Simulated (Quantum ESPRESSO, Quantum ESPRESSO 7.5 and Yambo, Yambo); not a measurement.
# A GW chain in Yambo: KCl (Sylvite)

Wanted: ground state, empty states, screening and self-energy for KCl (Sylvite).

Main program and level: Quantum ESPRESSO 7.5 and Yambo 5.3.0; PBE and many-body steps on it, plane waves.

### 1. The starting structure

The structure is cubic, space group Fm-3m (No. 225). Conventional cell: a = 6.293 Å, b = 6.293 Å, c = 6.293 Å, α = 90.00°, β = 90.00°, γ = 90.00°. Nearest to K lie 6 Cl at 3.15 Å. Nearest to Cl lie 6 K at 3.15 Å. Farther neighbours and most contacts between anions are not listed.

The cell and positions come from the Crystallography Open Database and are kept as given unless a step says otherwise.

### 2. Ground state

This step: Quantum ESPRESSO 7.5; DFT, PBE, plane waves, norm-conserving pseudopotentials.

The ground-state density comes first.

pw.in

```
&control
  calculation = 'scf'
  prefix = 'x'
  outdir = 'o'
  pseudo_dir = 'pseudo'
/
&system
  ibrav = 0
  nat = 2
  ntyp = 2
  ecutwfc = 66.0
  nbnd = 13
  force_symmorphic = .true.
/
&electrons
  conv_thr = 1e-10
  electron_maxstep = 80
  mixing_beta = 0.5
/
ATOMIC_SPECIES
  K 39.098 K.upf
  Cl 35.45 Cl.upf
CELL_PARAMETERS angstrom
  -0.0000000000 3.1464700000 3.1464700000
  3.1464700000 0.0000000000 3.1464700000
  3.1464700000 3.1464700000 -0.0000000000
ATOMIC_POSITIONS crystal
  K 0.0000000000 0.0000000000 0.0000000000
  Cl 0.5000000000 0.5000000000 0.5000000000
K_POINTS automatic
  6 6 6 0 0 0
```

The run is started by

```console
$ OMP_NUM_THREADS=1 mpirun -n 4 pw.x -nk 4 -in pw.in > pw.out
```

What it wrote:

```text
Program PWSCF v.7.5 starts

     This program is part of the open-source Quantum ESPRESSO suite
     for quantum simulation of materials; please cite
         "P. Giannozzi et al., J. Phys.:Condens. Matter 21 395502 (2009);
         "P. Giannozzi et al., J. Phys.:Condens. Matter 29 465901 (2017);
         "P. Giannozzi et al., J. Chem. Phys. 152 154105 (2020);
     in publications or presentations arising from this work. More details at
     Message from routine setup:
     using ibrav=0 with symmetry is DISCOURAGED, use correct ibrav instead

     G-vector sticks info

     bravais-lattice index     =            0
     lattice parameter (alat)  =       8.4089  a.u.
     unit-cell volume          =     420.4336 (a.u.)^3
     number of atoms/cell      =            2
     number of atomic types    =            2
     number of electrons       =        16.00
     number of Kohn-Sham states=           13
     kinetic-energy cutoff     =      66.0000  Ry
     charge density cutoff     =     264.0000  Ry
     scf convergence threshold =      1.0E-10
     mixing beta               =       0.5000
     number of iterations used =            8  plain     mixing
     Exchange-correlation= PBE
                           (   1   4   3   4   0   0   0)

     celldm(1)=   8.408867  celldm(2)=   0.000000  celldm(3)=   0.000000
     celldm(4)=   0.000000  celldm(5)=   0.000000  celldm(6)=   0.000000

     crystal axes: (cart. coord. in units of alat)
               a(1) = (  -0.000000   0.707107   0.707107 )
               a(2) = (   0.707107   0.000000   0.707107 )
               a(3) = (   0.707107   0.707107  -0.000000 )

     reciprocal axes: (cart. coord. in units 2 pi/alat)
               b(1) = ( -0.707107  0.707107  0.707107 )
               b(2) = (  0.707107 -0.707107  0.707107 )
               b(3) = (  0.707107  0.707107 -0.707107 )
     Pseudo is Norm-conserving + core correction, Zval =  9.0
     Generated using ONCVPSP code by D. R. Hamann
     Using radial grid of 2222 points,  6 beta functions with:
     Pseudo is Norm-conserving + core correction, Zval =  7.0
     Generated using ONCVPSP code by D. R. Hamann
     Using radial grid of 1028 points,  6 beta functions with:
     K                 9.00    39.09800     K ( 1.00)
     Cl                7.00    35.45000     Cl( 1.00)

     48 Sym. Ops., with inversion, found

   Cartesian axes

     site n.     atom                  positions (alat units)
         1        K      tau(   1) = (   0.0000000   0.0000000   0.0000000  )
         2        Cl     tau(   2) = (   0.7071068   0.7071068   0.7071068  )

     number of k points=    16
                       cart. coord. in units 2pi/alat
        k(    1) = (   0.0000000   0.0000000   0.0000000), wk =   0.0092593
        k(    2) = (   0.1178511   0.1178511  -0.1178511), wk =   0.0740741
        k(    3) = (   0.2357023   0.2357023  -0.2357023), wk =   0.0740741
        k(    4) = (  -0.3535534  -0.3535534   0.3535534), wk =   0.0370370
        k(    5) = (   0.2357023   0.0000000  -0.0000000), wk =   0.0555556
        k(    6) = (   0.3535534   0.1178511  -0.1178511), wk =   0.2222222
        k(    7) = (  -0.2357023  -0.4714045   0.4714045), wk =   0.2222222
        k(    8) = (  -0.1178511  -0.3535534   0.3535534), wk =   0.2222222
        k(    9) = (   0.0000000  -0.2357023   0.2357023), wk =   0.1111111
        k(   10) = (   0.4714045   0.0000000  -0.0000000), wk =   0.0555556
     [... 4 further rows ...]
        k(   15) = (  -0.1178511  -0.3535534   0.5892557), wk =   0.2222222
        k(   16) = (  -0.7071068   0.2357023   0.0000000), wk =   0.1111111

     Dense  grid:    30467 G-vectors     FFT dimensions: (  45,  45,  45)

     Initial potential from superposition of free atoms

     starting charge      15.9808, renormalised to      16.0000
     Starting wfcs are    9 randomized atomic wfcs +    4 random wfcs

     per-process dynamical memory:    25.6 Mb

     Self-consistent Calculation

     iteration #  1     ecut=    66.00 Ry     beta= 0.50

     Threshold (ethr) on eigenvalues was too large:
     Diagonalizing with lowered threshold

     total energy              =     -93.17952685 Ry
     estimated scf accuracy    <       0.07164138 Ry

     iteration #  2     ecut=    66.00 Ry     beta= 0.50

     total energy              =     -93.19588016 Ry
     estimated scf accuracy    <       0.00383766 Ry

     iteration #  3     ecut=    66.00 Ry     beta= 0.50

     total energy              =     -93.19669968 Ry
     estimated scf accuracy    <       0.00086220 Ry

     iteration #  4     ecut=    66.00 Ry     beta= 0.50

     total energy              =     -93.19679294 Ry
     estimated scf accuracy    <       0.00002084 Ry

     iteration #  5     ecut=    66.00 Ry     beta= 0.50

     total energy              =     -93.19680177 Ry
     estimated scf accuracy    <       0.00000163 Ry

     iteration #  6     ecut=    66.00 Ry     beta= 0.50

     total energy              =     -93.19680250 Ry
     estimated scf accuracy    <       0.00000002 Ry

     iteration #  7     ecut=    66.00 Ry     beta= 0.50

     total energy              =     -93.19680251 Ry
     estimated scf accuracy    <       0.00000002 Ry

     iteration #  8     ecut=    66.00 Ry     beta= 0.50

     total energy              =     -93.19680252 Ry
     estimated scf accuracy    <          2.8E-09 Ry

     iteration #  9     ecut=    66.00 Ry     beta= 0.50

     End of self-consistent calculation

          k = 0.0000 0.0000 0.0000 (  3839 PWs)   bands (ev):

   -26.2911 -11.2133  -9.7514  -9.7514  -9.7514   0.9045   0.9045   0.9045
     6.0940   9.2710   9.2710   9.2711  10.1289

          k = 0.1179 0.1179-0.1179 (  3792 PWs)   bands (ev):

   -26.2884 -11.2646  -9.7537  -9.7537  -9.6867   0.5912   0.8189   0.8189
     6.7284   9.1025   9.6125   9.6126  10.4956

          k = 0.2357 0.2357-0.2357 (  3801 PWs)   bands (ev):

   -26.2831 -11.3567  -9.7583  -9.7583  -9.5673   0.0753   0.6567   0.6567
     7.9537   9.1689  10.5379  10.5379  11.4236

          k =-0.3536-0.3536 0.3536 (  3798 PWs)   bands (ev):

     [... further k-points ...]

     highest occupied, lowest unoccupied level (ev):     0.9045    6.0940

!    total energy              =     -93.19680252 Ry
     estimated scf accuracy    <          2.0E-11 Ry

     The total energy is the sum of the following terms:
     one-electron contribution =     -29.53901942 Ry
     hartree contribution      =      19.88440133 Ry
     xc contribution           =     -21.87530438 Ry
     ewald contribution        =     -61.66688005 Ry

     convergence has been achieved in   9 iterations

     XML data file, charge density, pseudopotentials, collected wavefunctions

=------------------------------------------------------------------------------=
   JOB DONE.
=------------------------------------------------------------------------------=
```

The job ended after 5.4 s (4 MPI ranks of Arm Neoverse V1, shared host; peak memory 0.25 GiB).

This step gave:

```yaml
total_energy: -1268.0071 eV
gap: 5.190 eV
k_of_the_valence_top: 0, 0, 0
k_of_the_conduction_bottom: 0, 0, 0
least_direct_gap: 5.190 eV
```

The gap is direct, at Γ.

### 3. Bands along the symmetry lines

Levels along a band path, at the cheap level, show where the edges lie and whether the meshes to come will hold them.

pw.in

```
&control
  calculation = 'bands'
  prefix = 'x'
  outdir = 'o'
  pseudo_dir = 'pseudo'
/
&system
  ibrav = 0
  nat = 2
  ntyp = 2
  ecutwfc = 66.0
  nbnd = 14
  force_symmorphic = .true.
/
&electrons
  conv_thr = 1e-9
  electron_maxstep = 80
  diago_full_acc = .true.
  diago_thr_init = 5e-6
/
ATOMIC_SPECIES
  K 39.098 K.upf
  Cl 35.45 Cl.upf
CELL_PARAMETERS angstrom
  -0.0000000000 3.1464700000 3.1464700000
  3.1464700000 0.0000000000 3.1464700000
  3.1464700000 3.1464700000 -0.0000000000
ATOMIC_POSITIONS crystal
  K 0.0000000000 0.0000000000 0.0000000000
  Cl 0.5000000000 0.5000000000 0.5000000000
K_POINTS crystal
  50
  0.00000000 0.00000000 0.00000000 1
  0.06250000 0.00000000 0.06250000 1
  0.12500000 0.00000000 0.12500000 1
  0.18750000 0.00000000 0.18750000 1
  0.25000000 0.00000000 0.25000000 1
  0.31250000 0.00000000 0.31250000 1
  0.37500000 0.00000000 0.37500000 1
  0.43750000 0.00000000 0.43750000 1
  0.50000000 0.00000000 0.50000000 1
  0.51562500 0.03125000 0.51562500 1
  0.53125000 0.06250000 0.53125000 1
  0.54687500 0.09375000 0.54687500 1
  0.56250000 0.12500000 0.56250000 1
  0.57812500 0.15625000 0.57812500 1
  0.59375000 0.18750000 0.59375000 1
  0.60937500 0.21875000 0.60937500 1
  0.62500000 0.25000000 0.62500000 1
  0.37500000 0.37500000 0.75000000 1
  0.32812500 0.32812500 0.65625000 1
  0.28125000 0.28125000 0.56250000 1
  0.23437500 0.23437500 0.46875000 1
  0.18750000 0.18750000 0.37500000 1
  0.14062500 0.14062500 0.28125000 1
  0.09375000 0.09375000 0.18750000 1
  0.04687500 0.04687500 0.09375000 1
  0.00000000 0.00000000 0.00000000 1
  0.06250000 0.06250000 0.06250000 1
  0.12500000 0.12500000 0.12500000 1
  0.18750000 0.18750000 0.18750000 1
  0.25000000 0.25000000 0.25000000 1
  0.31250000 0.31250000 0.31250000 1
  0.37500000 0.37500000 0.37500000 1
  0.43750000 0.43750000 0.43750000 1
  0.50000000 0.50000000 0.50000000 1
  0.50000000 0.46875000 0.53125000 1
  0.50000000 0.43750000 0.56250000 1
  0.50000000 0.40625000 0.59375000 1
  0.50000000 0.37500000 0.62500000 1
  0.50000000 0.34375000 0.65625000 1
  0.50000000 0.31250000 0.68750000 1
  0.50000000 0.28125000 0.71875000 1
  0.50000000 0.25000000 0.75000000 1
  0.50000000 0.21875000 0.71875000 1
  0.50000000 0.18750000 0.68750000 1
  0.50000000 0.15625000 0.65625000 1
  0.50000000 0.12500000 0.62500000 1
  0.50000000 0.09375000 0.59375000 1
  0.50000000 0.06250000 0.56250000 1
  0.50000000 0.03125000 0.53125000 1
  0.50000000 0.00000000 0.50000000 1
```

What it wrote:

```text
[banner, memory and clock lines left out]
Program PWSCF v.7.5 starts

     Atomic positions and unit cell read from directory:
     o/x.save/

     Message from routine setup:
     using ibrav=0 with symmetry is DISCOURAGED, use correct ibrav instead

     G-vector sticks info

     bravais-lattice index     =            0
     lattice parameter (alat)  =       8.4089  a.u.
     unit-cell volume          =     420.4336 (a.u.)^3
     number of atoms/cell      =            2
     number of atomic types    =            2
     number of electrons       =        16.00
     number of Kohn-Sham states=           14
     kinetic-energy cutoff     =      66.0000  Ry
     charge density cutoff     =     264.0000  Ry
     Exchange-correlation= PBE
                           (   1   4   3   4   0   0   0)

     celldm(1)=   8.408867  celldm(2)=   0.000000  celldm(3)=   0.000000
     celldm(4)=   0.000000  celldm(5)=   0.000000  celldm(6)=   0.000000

     crystal axes: (cart. coord. in units of alat)
               a(1) = (  -0.000000   0.707107   0.707107 )
               a(2) = (   0.707107   0.000000   0.707107 )
               a(3) = (   0.707107   0.707107  -0.000000 )

     reciprocal axes: (cart. coord. in units 2 pi/alat)
               b(1) = ( -0.707107  0.707107  0.707107 )
               b(2) = (  0.707107 -0.707107  0.707107 )
               b(3) = (  0.707107  0.707107 -0.707107 )
     Pseudo is Norm-conserving + core correction, Zval =  9.0
     Generated using ONCVPSP code by D. R. Hamann
     Using radial grid of 2222 points,  6 beta functions with:
     Pseudo is Norm-conserving + core correction, Zval =  7.0
     Generated using ONCVPSP code by D. R. Hamann
     Using radial grid of 1028 points,  6 beta functions with:
     K                 9.00    39.09800     K ( 1.00)
     Cl                7.00    35.45000     Cl( 1.00)

     48 Sym. Ops., with inversion, found

   Cartesian axes

     site n.     atom                  positions (alat units)
         1        K      tau(   1) = (   0.0000000   0.0000000   0.0000000  )
         2        Cl     tau(   2) = (   0.7071068   0.7071068   0.7071068  )

     number of k points=    50
                       cart. coord. in units 2pi/alat
        k(    1) = (   0.0000000   0.0000000   0.0000000), wk =   0.0400000
        k(    2) = (   0.0000000   0.0883883   0.0000000), wk =   0.0400000
        k(    3) = (   0.0000000   0.1767767   0.0000000), wk =   0.0400000
[...]
[... 38 further rows ...]
        k(   49) = (   0.0441942   0.7071068   0.0000000), wk =   0.0400000
        k(   50) = (   0.0000000   0.7071068   0.0000000), wk =   0.0400000

     Dense  grid:    30467 G-vectors     FFT dimensions: (  45,  45,  45)

     The potential is recalculated from file :
     o/x.save/charge-density

     Starting wfcs are    9 randomized atomic wfcs +    5 random wfcs

     Band Structure Calculation

     End of band structure calculation

          k = 0.0000 0.0000 0.0000 (  3839 PWs)   bands (ev):

   -26.2911 -11.2133  -9.7514  -9.7514  -9.7514   0.9045   0.9045   0.9045
     6.0941   9.2710   9.2710   9.2711  10.1289  10.1289

          k = 0.0000 0.0884 0.0000 (  3795 PWs)   bands (ev):

   -26.2906 -11.2235  -9.7534  -9.7534  -9.7355   0.8263   0.8932   0.8932
     6.2225   9.1543   9.3725   9.3725  10.1594  10.2391

          k = 0.0000 0.1768 0.0000 (  3787 PWs)   bands (ev):

   -26.2890 -11.2461  -9.7594  -9.7594  -9.6999   0.6371   0.8624   0.8624
     6.5628   8.8622   9.6694   9.6694  10.2482  10.5484

          k = 0.0000 0.2652-0.0000 (  3799 PWs)   bands (ev):

[...]
k =-0.0000 0.4419 0.0000 (  3816 PWs)   bands (ev):

[...]
k = 0.0000 0.5303-0.0000 (  3812 PWs)   bands (ev):

[...]
k =-0.0000 0.6187 0.0000 (  3824 PWs)   bands (ev):

[...]
k = 0.5303 0.5303-0.0000 (  3811 PWs)   bands (ev):

[...]
k = 0.1326 0.7071-0.0000 (  3822 PWs)   bands (ev):

[...]
k = 0.0884 0.7071-0.0000 (  3826 PWs)   bands (ev):

[...]
k = 0.0442 0.7071 0.0000 (  3828 PWs)   bands (ev):

   -26.2774 -11.1181  -9.8922  -9.8078  -9.8011   0.2520   0.6713   0.6761
     7.4613   9.2775  10.9166  11.1116  11.4678  12.5497

          k = 0.0000 0.7071 0.0000 (  3812 PWs)   bands (ev):

   -26.2774 -11.1141  -9.8930  -9.8069  -9.8069   0.2489   0.6817   0.6817
     7.4343   9.2443  10.9730  11.0895  11.4859  12.5168

     XML data file, pseudopotentials, collected wavefunctions
```

It took 6.8 s on 4 MPI ranks; peak memory 0.22 GiB; 27 s of CPU time.

Numbers from this step:

| Quantity | Value |
| --- | --- |
| gap | 5.190 eV |
| k of the valence top | 0, 0, 0 |
| k of the conduction bottom | 0, 0, 0 |
| least direct gap | 5.190 eV |

The gap is 5.190 eV, as in the run before at this level.

Electronic bands along the path, in eV, zero at the top of the highest filled band; v1 is the highest filled band, c1 the lowest empty one:

| point | v4 | v3 | v2 | v1 | c1 | c2 | c3 | c4 |
| --- | --- | --- | --- | --- | --- | --- | --- | --- |
| Γ | -10.66 | 0.00 | 0.00 | 0.00 | 5.19 | 8.37 | 8.37 | 8.37 |
| halfway | -10.58 | -0.63 | -0.13 | -0.13 | 6.64 | 7.24 | 9.66 | 9.84 |
| X | -10.71 | -0.66 | -0.22 | -0.22 | 6.53 | 8.34 | 10.07 | 10.19 |
| halfway | -10.68 | -0.63 | -0.32 | -0.24 | 6.74 | 8.60 | 9.70 | 10.36 |
| U | -10.60 | -0.56 | -0.55 | -0.29 | 7.27 | 9.07 | 9.30 | 10.07 |
| jump to K | -10.60 | -0.56 | -0.55 | -0.29 | 7.27 | 9.07 | 9.30 | 10.07 |
| halfway | -10.51 | -0.69 | -0.24 | -0.20 | 6.89 | 7.97 | 9.19 | 9.85 |
| Γ | -10.66 | 0.00 | 0.00 | 0.00 | 5.19 | 8.37 | 8.37 | 8.37 |
| halfway | -10.53 | -0.59 | -0.17 | -0.17 | 6.45 | 8.16 | 9.11 | 9.11 |
| L | -10.42 | -1.05 | -0.32 | -0.32 | 7.58 | 8.60 | 10.50 | 10.50 |
| halfway | -10.51 | -0.84 | -0.40 | -0.33 | 7.84 | 8.34 | 10.04 | 10.14 |
| W | -10.57 | -0.49 | -0.47 | -0.47 | 8.03 | 8.03 | 9.44 | 9.85 |
| halfway | -10.64 | -0.61 | -0.36 | -0.30 | 6.95 | 8.80 | 9.34 | 10.32 |
| X | -10.71 | -0.66 | -0.22 | -0.22 | 6.53 | 8.34 | 10.07 | 10.19 |

The electronic bands as a text plot (rows in eV, shown from -8.0 to 9.2 only):

```
    8.9 |+ ++          +++++    +++++ ++ ++++   +++++       +++
    8.1 |++++      ++++     ++++++++++++++++++++     +++++++   ++
    7.4 |    ++++++      +++  ++               +++++++     ++
    6.7 |     +++++++++++       +           +++              ++++
    6.0 |  +++                   ++++      +
    5.3 |++                          ++++++
    4.6 |
    3.8 |
    3.1 |
    2.4 |
    1.7 |
    1.0 |
    0.3 |*****                     ********
   -0.5 |  **************************    ************************
   -1.2 |                                      ********
   -1.9 |
   -2.6 |
   -3.3 |
   -4.1 |
   -4.8 |
   -5.5 |
   -6.2 |
   -6.9 |
   -7.6 |
         Γ           X  U|K            Γ         L        W     X
```

[end of part 1 of 2]

[Paths, hosts, dates, memory and timing lines, banners, echoed tables and standing remarks are left out of the program output.]

[Logs are printed without paths, hosts, clocks, repeated set-up lines and the standing remarks that a program may print on its own settings, such as how far it seeks lower states.]

[Runs of the session that timed out or met a known fault of the program may be left out.]

[Hosts, paths, dates, database ids (printed as entryN), source tags and the programs' standing remarks are cut or masked in the printed files.]
